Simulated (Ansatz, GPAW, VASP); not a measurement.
**One calculation of Co, 3 ways**

```
Co
1.0
     2.47200    0.00000    0.00000
    -1.23600    2.14081    0.00000
     0.00000    0.00000    4.02114
Co
2
Direct
  0.66667 0.33333 0.75000
  0.33333 0.66667 0.25000
```

Alike in all runs: task single point; functional PBEsol; k mesh 12 × 12 × 7; occupations gaussian, width 0.1 eV; collinear spin, ferromagnetic start; no spin-orbit coupling. Pressure is positive in compression and, in plane waves, holds the error of the finite cutoff.

```tsv
program and potentials	plane-wave cutoff (eV)	notes	pressure (GPa)	net moment per atom (μB)
Ansatz, all-electron LAPW, scalar-relativistic	-	-	-5.84	1.60
GPAW, PAW data sets generated for this functional	600	-	-5.32	1.60
VASP, PBE PAW files Co, 500 eV	500	potentials made for PBE	-6.58	1.59
```

The pressure spans -6.58 (VASP, PBE PAW files Co, 500 eV) to -5.32 GPa (GPAW, PAW data sets generated for this functional), with all-electron results at -5.84. The net moment per atom spans 1.59 (VASP, PBE PAW files Co, 500 eV) to 1.60 μB (Ansatz, all-electron LAPW, scalar-relativistic), with all-electron results at 1.60. The state is the one that the start led to, which needn't be the lowest.

The functional is the same throughout but for its coding, so the spread measures potentials, basis and numerics; runs on potential files found faulty are left out.
